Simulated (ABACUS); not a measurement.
Re:

```xyz
2
Lattice="2.7608 0.0000 0.0000 -1.3804 2.3909 0.0000 0.0000 0.0000 4.4582" Properties=species:S:1:pos:R:3 pbc="T T T"
Re    1.3804    0.7970    3.3436
Re    0.0000    1.5939    1.1145
```

Base run:

* Program: ABACUS 3.10.1
* Functional: BLYP
* Potentials or basis: GBRV ultrasoft 1.5 PBE
* Cutoff: 544 eV
* Density cutoff: 4354 eV
* Basis: plane waves
* k mesh: 9 × 9 × 5
* Occupations: fermi-dirac, width 0.05 eV
* Spin: no spin polarisation

Its results: band gap on the k mesh none (metal or under the smearing width); pressure 19.4 GPa.

**Question.** The run is repeated on the same cell with these changes: functional from BLYP to B86bPBE. What comes out?

**Answer.** Band gap on the k mesh none (metal or under the smearing width); pressure 7.5 GPa.

Caveats: the potentials were made for another functional, which shifts forces and pressure; so large a pressure means that the cell lies far from this level's equilibrium, or that cutoff or potentials fall short (some runs).
